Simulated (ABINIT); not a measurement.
# CdS (Hawleyite): Raman and infrared activity, part 2 of 2

Wanted: vibrational spectra of CdS (Hawleyite) from linear and non-linear response.

ABINIT 10.8.3; DFT LDA, scalar-relativistic, plane waves, PseudoDojo norm-conserving pseudopotentials.

So far. Step 3 (Relaxation): The volume changes by -3.8 % in this run and stands -3.8 % from the first cell. Step 4 (Self-consistent run for the response): The cell stands at -0.37 GPa: the relaxation ran with a smoothed and higher cutoff and on another k mesh. The relaxed cell has a = 5.758 Å (conventional setting).

**6. Zone-centre response**

The derivative of the wavefunctions by k comes first, since the response to a field is built on it; then the field and the displacements that symmetry doesn't supply are solved at q = 0. By the 2n+1 theorem the first-order wavefunctions also give third derivatives: Raman tensors and the non-linear susceptibility.

It reads the wavefunctions written in step 4.

Input file dfpt_gamma.abi:

```
ndtset 3

# common to the responses
getwfk_filepath "gso_WFK"
kptopt 2
nqpt 1
qpt 0.0 0.0 0.0
asr 0
chneut 0

# d/dk
rfelfd1 2
rfdir1 1 1 1
iscf1 -3
tolwfr1 1.0d-20

# displacements, field
rfphon2 1
rfatpol2 1 2
rfdir2 1 1 1
rfelfd2 3
getddk2 1
tolvrs2 1.0d-10
prepanl2 1
prtden2 1

# third order
optdriver3 5
getden_filepath3 "gso_DEN"
get1den3 2
get1wf3 2
getddk3 1
d3e_pert1_elfd3 1
d3e_pert1_phon3 1
d3e_pert1_atpol3 1 2
d3e_pert1_dir3 1 1 1
d3e_pert2_elfd3 1
d3e_pert2_dir3 1 1 1
d3e_pert3_elfd3 1
d3e_pert3_dir3 1 1 1
usepead3 1
tolvrs3 1.0d-10

# basis, mesh and filling
ecut 47.0
ngkpt 6 6 6
nshiftk 4
shiftk 
    0.5 0.5 0.5
    0.5 0.0 0.0
    0.0 0.5 0.0
    0.0 0.0 0.5
istwfk *1
occopt 1
nband 13
nstep 100
diemac 9.0
prtebands 0
prtgsr 0

# cell and atoms
acell 3*1.0 Angstrom
rprim 
    -2.879088923 0.0 2.879088923
    0.0 2.879088923 2.879088923
    -2.879088923 2.879088923 0.0
ntypat 2
znucl 48 16
natom 2
typat 1 2
xred 
    0.0 0.0 0.0
    0.25 0.25 0.25
pp_dirpath "./pseudo"
pseudos "Cd.upf, S.upf"
```

Run with:

```sh
$ OMP_NUM_THREADS=1 mpirun -n 8 abinit dfpt_gamma.abi > dfpt_gamma.log
```

Numbers of over 12 decimals in the logs are rounded to 6 here.

dfpt_gamma.abo, the main output file:

```text
[banners, grids, parts of the stress and lines that vanish by symmetry left out]
- input  file    -> dfpt_gamma.abi
- output file    -> dfpt_gamma.abo
- root for input  files -> dfpt_gammai
[...]
DATASET    1 : space group F-4 3 m (#216); Bravais cF (face-center cubic)
[...]
nfft =      110592          nkpt =         432
[...]
DATASET    2 : space group F-4 3 m (#216); Bravais cF (face-center cubic)
[...]
nfft =      110592          nkpt =         432
[...]
DATASET    3 : space group F-4 3 m (#216); Bravais cF (face-center cubic)
[...]
mpw =        4975          nfft =      110592          nkpt =         432
[...]
== DATASET  1 ==================================================================
[...]
cutoff_energies: {ecut:  47.0, pawecutdg:  -1.0, }
[...]
- 16.00000   6.00000  180309                  znucl, zion, pspdat
[...]
Perturbation : derivative vs k along direction   1
[...]
-ETOT  1  -25.892099029741     -2.589E+01 9.076E-01 0.000E+00
 ETOT  2  -26.213115790459     -3.210E-01 2.632E+00 0.000E+00
 ETOT  3  -26.233956762042     -2.084E-02 5.325E-02 0.000E+00
 ETOT  4  -26.237178735994     -3.222E-03 2.160E-01 0.000E+00
 ETOT  5  -26.237950821832     -7.721E-04 4.932E-03 0.000E+00
[...]
At SCF step   45   max residual=  9.99E-21 < tolwfr=  1.00E-20 =>converged.
[...]
Perturbation : derivative vs k along direction   2
[...]
-ETOT  1  -25.892099029368     -2.589E+01 9.076E-01 0.000E+00
[...]
At SCF step   45   max residual=  1.00E-20 < tolwfr=  1.00E-20 =>converged.
[...]
Perturbation : derivative vs k along direction   3
[...]
-ETOT  1  -25.892099028995     -2.589E+01 9.076E-01 0.000E+00
[...]
At SCF step   45   max residual=  1.00E-20 < tolwfr=  1.00E-20 =>converged.
[...]
1        1       1.1487979587   -0.0000000000
     1        2      -0.5743989793    0.0000000000
     1        3      -0.5743989794   -0.0000000000
     2        1      -0.5743989793    0.0000000000
     2        2       1.1487979587   -0.0000000000
     2        3       0.5743989794   -0.0000000000
     3        1      -0.5743989794   -0.0000000000
     3        2       0.5743989794   -0.0000000000
     3        3       1.1487979587    0.0000000000
[...]
== DATASET  2 ==================================================================
[...]
cutoff_energies: {ecut:  47.0, pawecutdg:  -1.0, }
[...]
Perturbation : displacement of atom   1   along direction   1
[...]
-ETOT  1   17.328894631491     -2.472E+04 2.635E+02 2.015E+03
[...]
At SCF step   17       vres2   =  1.25E-11 < tolvrs=  1.00E-10 =>converged.
[...]
Perturbation : displacement of atom   2   along direction   1
[...]
-ETOT  1   6.881897     -4.119E+02 3.764E+01 3.866E+02
[...]
At SCF step   21       vres2   =  2.17E-11 < tolvrs=  1.00E-10 =>converged.
[...]
Perturbation : homogeneous electric field along direction   1
[...]
-ETOT  1  -126.59820169435     -1.266E+02 2.135E+02 6.124E+04
[...]
At SCF step   28       vres2   =  3.74E-11 < tolvrs=  1.00E-10 =>converged.
[...]
Perturbation : homogeneous electric field along direction   2
[...]
-ETOT  1  -126.59820169378     -1.266E+02 2.135E+02 6.124E+04
[...]
At SCF step   28       vres2   =  3.75E-11 < tolvrs=  1.00E-10 =>converged.
[...]
Perturbation : homogeneous electric field along direction   3
[...]
-ETOT  1  -126.59820169322     -1.266E+02 2.135E+02 6.124E+04
[...]
ETOT 27  -143.40153087154      1.165E-12 6.616E-11 1.604E-10
 ETOT 28  -143.40153087154     -1.222E-12 2.722E-11 3.741E-11
 At SCF step   28       vres2   =  3.74E-11 < tolvrs=  1.00E-10 =>converged.
[...]
Dielectric tensor, in cartesian coordinates,
[...]
1    4   1    4         6.5931787612        -0.0000000000
   1    4   2    4         0.0000000000        -0.0000000000
   1    4   3    4         0.0000000000        -0.0000000000
   2    4   1    4         0.0000000000        -0.0000000000
   2    4   2    4         6.5931787612        -0.0000000000
   2    4   3    4        -0.0000000000        -0.0000000000
   3    4   1    4         0.0000000000        -0.0000000000
   3    4   2    4        -0.0000000000        -0.0000000000
   3    4   3    4         6.5931787612        -0.0000000000
  Effective charges, in cartesian coordinates,
[...]
1    1   1    4         2.1343678691         0.0000000000
   2    1   1    4        -0.0000000000         0.0000000000
   3    1   1    4         0.0000000000         0.0000000000
   1    2   1    4        -2.1338917761         0.0000000000
   2    2   1    4         0.0000000000         0.0000000000
[...]
Effective charges, in cartesian coordinates,
[...]
2    4   1    2         0.0000000000         0.0000000000
   3    4   1    2         0.0000000000         0.0000000000
   1    4   2    2         0.0000000000         0.0000000000
   2    4   2    2        -2.1338914441         0.0000000000
   3    4   2    2         0.0000000000         0.0000000000
   1    4   3    2        -0.0000000000         0.0000000000
   2    4   3    2         0.0000000000         0.0000000000
   3    4   3    2        -2.1338914441         0.0000000000
  Phonon wavevector (reduced coordinates) :  0.00000  0.00000  0.00000
 Phonon energies in Hartree :
[...]
Phonon frequencies in cm-1    :
-  2.255331E+00  2.255331E+00  2.255331E+00  2.442799E+02  2.442799E+02
-  2.442799E+02
  Phonon at Gamma, with non-analyticity in the
[...]
Phonon energies in Hartree :
[...]
Phonon frequencies in cm-1    :
-  2.255331E+00  2.255331E+00  2.255341E+00  2.442799E+02  2.442799E+02
-  2.970074E+02
  Phonon at Gamma, with non-analyticity in the
[...]
Phonon energies in Hartree :
[...]
Phonon frequencies in cm-1    :
-  2.255331E+00  2.255331E+00  2.255341E+00  2.442799E+02  2.442799E+02
-  2.970074E+02
  Phonon at Gamma, with non-analyticity in the
[...]
Phonon energies in Hartree :
[...]
Phonon frequencies in cm-1    :
-  2.255331E+00  2.255331E+00  2.255341E+00  2.442799E+02  2.442799E+02
-  2.970074E+02
[...]
== DATASET  3 ==================================================================
[...]
cutoff_energies: {ecut:  47.0, pawecutdg:  -1.0, }
[...]
j1 : displacement of atom   1 along direction   1
[...]
j1 : displacement of atom   2 along direction   1
[...]
j2 : displacement of atom   1 along direction   1
[...]
j2 : displacement of atom   2 along direction   1
[...]
j2 : displacement of atom   1 along direction   1
[...]
j2 : displacement of atom   2 along direction   1
[...]
1          1        0.000000000       -0.000000000       -0.000000000
[...]
1          2       -0.000000000       -0.000000000       -0.029698111
[...]
1          3       -0.000000000       -0.029698111        0.000000000
[...]
2          1        0.000000000       -0.000000000       -0.000000000
[...]
2          2       -0.000000000        0.000000000        0.029103159
[...]
2          3       -0.000000000        0.029103159        0.000000000
[...]
strten2     0.0000000000E+00  0.0000000000E+00  0.0000000000E+00
           strten3     0.0000000000E+00  0.0000000000E+00  0.0000000000E+00
================================================================================
```

Run time: 74 min. Hardware: 8 MPI ranks of Arm Neoverse N1, shared host; 9.5 h of CPU time.

Numbers from this step:

```yaml
miss_of_the_charge_sum_rule: 4.76e-4 e
largest_acoustic_frequency_at_the_zone_centre_before_the_sum_rule: 2.26 cm⁻¹
highest_optical_zone_centre_mode_no_lo_to_term: 244.3 cm⁻¹
lowest_optical_zone_centre_mode: 244.3 cm⁻¹
mean_high_frequency_dielectric_constant: 6.593
largest_born_charge_in_size_third_of_the_trace: 2.134 e
```

Born charge (rows field, columns displacement), before the sum rule (e), principal values of the symmetric part by kind of site:

```
atom  atoms with these values    low  middle   high   mean
 Cd1                        1   2.13    2.13   2.13   2.13
  S2                        1  -2.13   -2.13  -2.13  -2.13
```

In full for Cd1:

```
2.13 0.00 0.00
0.00 2.13 0.00
0.00 0.00 2.13
```

High-frequency dielectric tensor:

```
6.59 0.00 0.00
0.00 6.59 0.00
0.00 0.00 6.59
```

The acoustic modes at Γ come out as far as 2.3 cm⁻¹ from zero, where they should vanish, a small numerical error; the Born charges miss their sum rule by 4.8e-4 e, which is good.

**7. Modes with the sum rule**

anaddb reads the merged derivatives, imposes the acoustic sum rule and charge neutrality, and adds the LO-TO term along chosen directions.

Input file anaddb.abi:

```
ddb_filepath "gamma_DDB"
output_file "anaddb.abo"
outdata_prefix "anaddb"
asr 1
chneut 1
enunit 2
eivec 1
nph1l 1
qph1l 0.0 0.0 0.0 1.0
dieflag 1
nph2l 3
qph2l 
    1.0 0.0 0.0 0.0
    0.0 0.0 1.0 0.0
    1.0 1.0 1.0 0.0
nlflag 1
ramansr 1
alphon 1
prtmbm 1
```

Input file mrgddb.in:

```
gamma_DDB
merged
3
dfpt_gammao_DS2_DDB
dfpt_gammao_DS3_DDB
gso_DDB
```

Run with:

```sh
$ mrgddb < mrgddb.in > mrgddb.log
$ OMP_NUM_THREADS=1 anaddb anaddb.abi > anaddb.log
```

anaddb.abo, the main output file:

```text
[banners, grids, parts of the stress and lines that vanish by symmetry left out]
-outvars_anaddb: echo values of input variables ----------------------

 Flags :
[...]
Dielectric Tensor and Effective Charges
[...]
Effective charge tensors after
[...]
1          1        0.000000000       -0.000000000       -0.000000000
[...]
1          2       -0.000000000       -0.000000000       -0.029400635
[...]
1          3       -0.000000000       -0.029400635        0.000000000
[...]
2          1       -0.000000000        0.000000000        0.000000000
[...]
2          2       -0.000000000        0.000000000        0.029400635
[...]
2          3       -0.000000000        0.029400635       -0.000000000
[...]
Phonon wavevector (reduced coordinates) :  0.00000  0.00000  0.00000
 Phonon energies in Hartree :
[...]
Phonon energies in meV     :
-  0.000000E+00  0.000000E+00  0.000000E+00  3.028647E+01  3.028647E+01
-  3.028647E+01
 Phonon frequencies in cm-1    :
-  0.000000E+00  0.000000E+00  0.000000E+00  2.442768E+02  2.442768E+02
-  2.442768E+02
 Phonon frequencies in Thz     :
-  0.000000E+00  0.000000E+00  0.000000E+00  7.323235E+00  7.323235E+00
-  7.323235E+00
 Phonon energies in Kelvin  :
-  0.000000E+00  0.000000E+00  0.000000E+00  3.514598E+02  3.514598E+02
-  3.514598E+02
[...]
-  1  0.00000000E+00  0.00000000E+00  1.94859073E-03
-     0.00000000E+00  0.00000000E+00  0.00000000E+00
-  2  0.00000000E+00  0.00000000E+00  1.94858989E-03
-     0.00000000E+00  0.00000000E+00  0.00000000E+00
[...]
-  1  0.00000000E+00  1.94859073E-03  0.00000000E+00
-     0.00000000E+00  0.00000000E+00  0.00000000E+00
-  2  0.00000000E+00  1.94858989E-03  0.00000000E+00
-     0.00000000E+00  0.00000000E+00  0.00000000E+00
[...]
-  1  1.94859073E-03  0.00000000E+00  0.00000000E+00
-     0.00000000E+00  0.00000000E+00  0.00000000E+00
-  2  1.94858989E-03  0.00000000E+00  0.00000000E+00
-     0.00000000E+00  0.00000000E+00  0.00000000E+00
[...]
-  1  0.00000000E+00  0.00000000E+00  1.04073086E-03
-     0.00000000E+00  0.00000000E+00  0.00000000E+00
-  2  0.00000000E+00 -1.00268535E-07 -3.64840166E-03
-     0.00000000E+00  0.00000000E+00  0.00000000E+00
[...]
-  1  1.04559538E-07 -1.04073086E-03  0.00000000E+00
-     0.00000000E+00  0.00000000E+00  0.00000000E+00
-  2 -3.66545478E-07  3.64840164E-03 -1.00264048E-07
-     0.00000000E+00  0.00000000E+00  0.00000000E+00
[...]
-  1  1.04073086E-03  1.04559188E-07  0.00000000E+00
-     0.00000000E+00  0.00000000E+00  0.00000000E+00
-  2 -3.64840164E-03 -3.66544250E-07  0.00000000E+00
-     0.00000000E+00  0.00000000E+00  0.00000000E+00
[...]
-     1          0.000000    -0.000000     0.000001     0.000001
-     2          0.000000     0.000001    -0.000000     0.000001
-     3          0.000001     0.000000     0.000000     0.000001
-     4          0.000000    -0.000000     2.637687     2.637687
-     5         -0.000000    -2.637687     0.000000     2.637687
-     6          2.637687     0.000000    -0.000000     2.637687
[...]
-   1     Real    0.0000E+00  0.0000E+00  0.0000E+00  0.0000E+00  0.0000E+00  0.0000E+00  0.0000E+00
[...]
-   2     Real    0.0000E+00  0.0000E+00  0.0000E+00  0.0000E+00  0.0000E+00  0.0000E+00  0.0000E+00
[...]
-   3     Real    0.0000E+00  0.0000E+00  0.0000E+00  0.0000E+00  0.0000E+00  0.0000E+00  0.0000E+00
[...]
-   4     Real    0.0000E+00  0.0000E+00  1.0014E-04  0.0000E+00  0.0000E+00  0.0000E+00  1.0014E-04
[...]
-   5     Real    0.0000E+00  1.0014E-04  0.0000E+00  0.0000E+00  0.0000E+00  0.0000E+00  1.0014E-04
[...]
-   6     Real    1.0014E-04  0.0000E+00  0.0000E+00  0.0000E+00  0.0000E+00  0.0000E+00  1.0014E-04
[...]
-         0.000000000      -0.000000000       0.000000000
-        -0.000000000      -0.000000000      -0.000000000
[...]
Phonon at Gamma, with non-analyticity in the
[...]
Phonon energies in Hartree :
[...]
Phonon energies in meV     :
-  0.000000E+00  0.000000E+00  0.000000E+00  3.028647E+01  3.028647E+01
-  3.682464E+01
 Phonon frequencies in cm-1    :
-  0.000000E+00  0.000000E+00  0.000000E+00  2.442768E+02  2.442768E+02
-  2.970108E+02
 Phonon frequencies in Thz     :
-  0.000000E+00  0.000000E+00  0.000000E+00  7.323235E+00  7.323235E+00
-  8.904159E+00
 Phonon energies in Kelvin  :
-  0.000000E+00  0.000000E+00  0.000000E+00  3.514598E+02  3.514598E+02
-  4.273322E+02
[...]
-  1  0.00000000E+00  0.00000000E+00  1.94859073E-03
[...]
-  2  0.00000000E+00  0.00000000E+00  1.94858989E-03
[...]
Phonon at Gamma, with non-analyticity in the
[...]
Phonon energies in Hartree :
[...]
Phonon energies in meV     :
-  0.000000E+00  0.000000E+00  0.000000E+00  3.028647E+01  3.028647E+01
-  3.682464E+01
 Phonon frequencies in cm-1    :
-  0.000000E+00  0.000000E+00  0.000000E+00  2.442768E+02  2.442768E+02
-  2.970108E+02
 Phonon frequencies in Thz     :
-  0.000000E+00  0.000000E+00  0.000000E+00  7.323235E+00  7.323235E+00
-  8.904159E+00
 Phonon energies in Kelvin  :
-  0.000000E+00  0.000000E+00  0.000000E+00  3.514598E+02  3.514598E+02
-  4.273322E+02
[...]
Phonon at Gamma, with non-analyticity in the
[...]
Phonon energies in Hartree :
[...]
Phonon energies in meV     :
-  0.000000E+00  0.000000E+00  0.000000E+00  3.028647E+01  3.028647E+01
-  3.682464E+01
 Phonon frequencies in cm-1    :
-  0.000000E+00  0.000000E+00  0.000000E+00  2.442768E+02  2.442768E+02
-  2.970108E+02
 Phonon frequencies in Thz     :
-  0.000000E+00  0.000000E+00  0.000000E+00  7.323235E+00  7.323235E+00
-  8.904159E+00
 Phonon energies in Kelvin  :
-  0.000000E+00  0.000000E+00  0.000000E+00  3.514598E+02  3.514598E+02
-  4.273322E+02
[...]
-  1  1.52656573E-06 -1.94858494E-03 -4.48980673E-06
[...]
-  2  1.52647411E-06 -1.94858419E-03 -4.48989575E-06
[...]
-  1  1.94858979E-03  1.52393324E-06  1.12660570E-06
[...]
-  2  1.94858904E-03  1.52402353E-06  1.12669616E-06
[...]
-  1  1.35041161E-04  6.59035184E-04 -7.94076345E-04
[...]
-  2 -4.73402312E-04 -2.31032358E-03  2.78372590E-03
[...]
-  1  8.38954332E-04 -5.36426242E-04 -3.02528090E-04
[...]
-  2 -2.94105084E-03  1.88050385E-03  1.06054699E-03
[...]
-         0.000000000      -0.000000000      -0.000000000
-         0.000000000      -0.000000000      -0.000000000
[...]
-         0.000000000       0.001887856      -0.001566806
-         0.001887856       0.000000000      -0.000321050
-        -0.001566806      -0.000321050       0.000000000
[...]
-         0.000000000       0.000719238       0.001275313
-         0.000719238      -0.000000000      -0.001994550
-         0.001275313      -0.001994550       0.000000000
[...]
Direction                     Dielectric constant
[...]
0.00000   0.00000   1.00000      9.74708563
   1.00000   1.00000   1.00000      9.74708563
-
```

Run time: 1.2 s. Hardware: 1 thread.

Numbers from this step:

* mean static dielectric constant: 9.747
* highest mode moved by the LO-TO term: 297.0 cm⁻¹

No LO-TO term; unit eigenvectors of the mass-weighted matrix, from anaddb's displacements. The modes at Γ (shares of kinetic energy by element, %):

```
mode  frequency (cm⁻¹)  symmetry  Cd %  S %
   1               0.0  acoustic    78   22
   2               0.0  acoustic    78   22
   3               0.0  acoustic    78   22
   4             244.3        T2    22   78
   5             244.3        T2    22   78
   6             244.3        T2    22   78
```

Displacements in mode 4 (244.3 cm⁻¹), the largest set to 1:
```
Cd1  0.00  0.00  0.29
S2   0.00  0.00 -1.00
```

Trace of the oscillator strength, degenerate modes summed. Lines of the infrared spectrum (strongest = 100):

```
position (cm⁻¹)  lines merged  IR intensity, relative
            244             3                     100
```

From anaddb's Raman susceptibilities, degenerate modes summed; transverse modes, the longitudinal lines of polar modes are not listed. Raman lines, with heights relative to the strongest:

```
position (cm⁻¹)  lines merged  Raman activity (Å⁴/amu), powder, relative
            244             3                                        100
```

Static dielectric tensor (ions relaxed, fixed cell):

```
9.75 0.00 0.00
0.00 9.75 0.00
0.00 0.00 9.75
```

Non-linear optical d (pm/V). Tensor:

```
field along  xx  yy  zz      yz      xz      xy
          x   0   0   0  -15.55       0       0
          y   0   0   0       0  -15.55       0
          z   0   0   0       0       0  -15.55
```

The rule moves no optical mode by more than 0.1 cm⁻¹.

**8. Outcome**

```
space group after relaxation                                           : F-43m
volume per atom                                                        : 23.9 Å³
highest optical zone-centre mode (no LO-TO term)                       : 244.3 cm⁻¹
highest mode moved by the LO-TO term                                   : 297.0 cm⁻¹
mean high-frequency dielectric constant                                : 6.59
largest Born charge in size (third of the trace)                       : 2.13 e
mean static dielectric constant                                        : 9.75
imaginary optical modes at the zone centre (no q mesh in this session) : none
```

The largest Raman activity of CdS (Hawleyite) lies at 244 cm⁻¹ and the strongest infrared line at 244 cm⁻¹ (transverse modes). At the LDA level the optical modes of CdS (Hawleyite) at the zone centre (no LO-TO term) lie at 244 cm⁻¹. The base run prints -0.37 GPa, mostly the error of a finite basis; the relaxation, with a smoothed and higher cutoff, had brought the cell to rest. Along the directions run, the highest mode that the macroscopic field moves lies at 297 cm⁻¹. Lattice motion raises the mean dielectric constant from 6.593 to 9.747. The Raman intensities rest on static tensors of the transverse modes; green light lies near or above this gap, where resonance changes them. The Born charge of Cd is 2.134 e against a formal charge of +2, close to the ionic value. The Lyddane-Sachs-Teller relation holds: (ωLO/ωTO)² is 1.48 and ε₀/ε∞ is 1.48. These are harmonic frequencies at zero temperature: anharmonic shifts and linewidths and thermal expansion are left out.

[Host names and launcher messages were left out of these logs when they were recorded.]

[Logs are printed without paths, hosts, clocks, repeated set-up lines and the standing remarks that a program may print on its own settings, such as how far it seeks lower states.]

[Hosts, paths, dates, database ids (printed as entryN), source tags and the programs' standing remarks are cut or masked in the printed files.]
